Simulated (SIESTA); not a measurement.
# LiCl under changes of volume

One of the cells (16.871 Å³/atom); the others are scaled copies at fixed shape and fractional positions:

```xyz
2
Lattice="0.0000 2.5648 2.5648 2.5648 0.0000 2.5648 2.5648 2.5648 0.0000" Properties=species:S:1:pos:R:3 pbc="T T T"
Cl    2.5648    2.5648    2.5648
Li    0.0000    0.0000    0.0000
```

| Property | Result |
| --- | --- |
| Program | SIESTA 5.4.2 |
| Functional | LDA |
| Potentials or basis | PseudoDojo 0.4 standard (LDA files) |
| Basis | DZP (energy shift 0.003 Ry; two zetas on semicore shells) |
| Grid cutoff | 800 Ry |
| Energy shift | 0.003 Ry |
| k mesh | 9 × 9 × 9 |
| Occupations | fermi-dirac, width 0.05 eV |
| Spin | no spin polarisation |

```csv
volume (Å³/atom),energy over the lowest point (meV/atom),pressure (GPa),gap on the mesh (eV)
15.859,0.00,-1.0,6.65
16.196,2.82,-1.7,6.51
16.534,7.04,-2.3,6.37
16.871,12.54,-2.9,6.24
17.209,?,?,?
17.546,26.76,-3.8,6.00
17.883,35.27,-4.2,5.88
```

Task: What does the run at 17.209 Å³/atom give?

Result: Energy over the lowest point 19.15 meV/atom; pressure -3.4 GPa; gap on the mesh 6.11 eV.

Worked out: A Birch-Murnaghan fit of order 3 (a polynomial in V^(-2/3)) to the other rows has its minimum at 15.45 Å³/atom, just outside them, with B0 = V·E''(V) = 39 GPa and B' = 4.2. It gives 19.16 meV/atom at 17.209 Å³/atom, against the run's 19.15, and -dE/dV = -3.4 GPa, against -3.4. A straight line through the other rows of the gap, of slope -6.39 eV per unit of ln V (its deformation potential), gives 6.12 eV, against the run's 6.11.

Energies are extrapolated to zero smearing.

Caveats: an odd mesh through Γ misses points on the zone boundary, where band edges often lie; the basis of atomic orbitals isn't converged, which shifts pressures, moduli and gaps.
